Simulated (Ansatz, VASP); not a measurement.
B: VASP beside Ansatz

```xyz
3
Lattice="2.8523 0.0000 0.0000 -1.4261 2.4702 0.0000 0.0000 0.0000 2.8061" Properties=species:S:1:pos:R:3 pbc="T T T"
B     0.0000    0.0000    0.0000
B     0.0000    1.6468    1.4031
B     1.4261    0.8234    1.4031
```

Alike in both runs: functional PBEsol; k mesh 11 × 11 × 15; occupations fermi-dirac, width 0.1 eV; no spin polarisation.

Ansatz relaxed the structure, and its values are those at the end. VASP's run is a single point on that final structure, the one shown.

```csv
,VASP,Ansatz
version,VASP 6.6.1,Ansatz 0.2.0
potentials or method,"VASP PAW PBE potentials, release 64 (B)","plane waves (420 eV) with PAW, scalar-relativistic"
plane-wave cutoff (eV),520,420
valence electrons in the cell,9,9
```

|  | VASP | Ansatz | Ansatz less VASP |
| --- | --- | --- | --- |
| pressure (GPa) | 0.3 | 0.0 | -0.30 |

The functional is the same, so the differences come from potentials, cutoffs and numerics. Ansatz warned: «pseudo_functional_mismatch».

Caveats: the PAW data sets were made with another functional, which shifts forces and pressure a little (VASP).
